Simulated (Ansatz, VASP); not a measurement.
One calculation of Bi, two programs

```
CELL_PARAMETERS angstrom
3.65834 0.00000 0.00000
-1.82917 3.16822 0.00000
0.00000 0.00000 5.69934
ATOMIC_POSITIONS crystal
Bi 0.33333 0.66667 0.25000
Bi 0.66666 0.33333 0.75000
```

The cell was built by a generator and needn't be a form met in nature.

Alike in both runs: task single point; functional r2SCAN; k mesh 6 × 6 × 3; no spin polarisation.

|  | VASP | Ansatz |
| --- | --- | --- |
| version | VASP 6.6.1 | Ansatz 0.2.0 |
| potentials or method | VASP PAW PBE potentials, release 64 (Bi_d) | PAW plane waves |
| plane-wave cutoff (eV) | 520 | 500 |
| occupations | fermi-dirac, width 0.1 eV | fermi-dirac |
| valence electrons in the cell | 30 | 30 |

VASP gave:

| Quantity | Value |
| --- | --- |
| gap on the k mesh at the Fermi level (eV) | none |
| pressure (GPa) | -3.2 |
| largest component of the traceless stress (GPa) | 3.47 |

Problem. What did Ansatz give for the same quantities?

Solution. gap on the k mesh at the Fermi level (eV): none; pressure (GPa): -3.1; largest component of the traceless stress (GPa): 3.48.

A gap of «none» marks a metal or a gap that the smearing closes. Ansatz warned: «structure_snapped_to_symmetry».

Caveats: the k mesh is coarse (spacing up to 0.37 Å⁻¹), so the values aren't converged; the PAW data sets were made with another functional, which shifts forces and pressure a little (VASP); spin-orbit coupling is left out, which moves the levels of the heavy elements.
